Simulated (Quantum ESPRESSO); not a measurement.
**Pb: equation of state with LDA**

Crystal: Pb.

```
Pb
1.0
     0.00000    3.43900    3.43900
     3.43900    0.00000    3.43900
     3.43900    3.43900    0.00000
Pb
2
Cartesian
  1.7195 1.7195 1.7195
  0.0000 0.0000 0.0000
```

This isn't the form of Pb at room conditions, which is fcc.

```
Program             : Quantum ESPRESSO 7.5
Task                : equation of state
Functional          : LDA
Potentials or basis : GBRV 1.5 LDA
Cutoff              : 612 eV
Density cutoff      : 4898 eV
k mesh              : 7 × 7 × 7
Occupations         : fermi-dirac, width 0.05 eV
Spin                : no spin polarisation
```

- Equilibrium volume: 39.66 Å³/atom
- Bulk modulus: 34 GPa
- Pressure derivative of the bulk modulus: 4.8

Energy against volume, from the lowest point:
```tsv
volume (Å³/atom)	energy (meV/atom)
38.232	5.76
39.045	0.93
39.859	0.00
40.672	2.50
41.486	8.08
42.299	16.35
43.112	27.05
```

All runs of the series together: 84 s on 2 threads of Arm Neoverse V2 (shared host).

The run has no spin-orbit coupling, so splittings on Pb are missing.
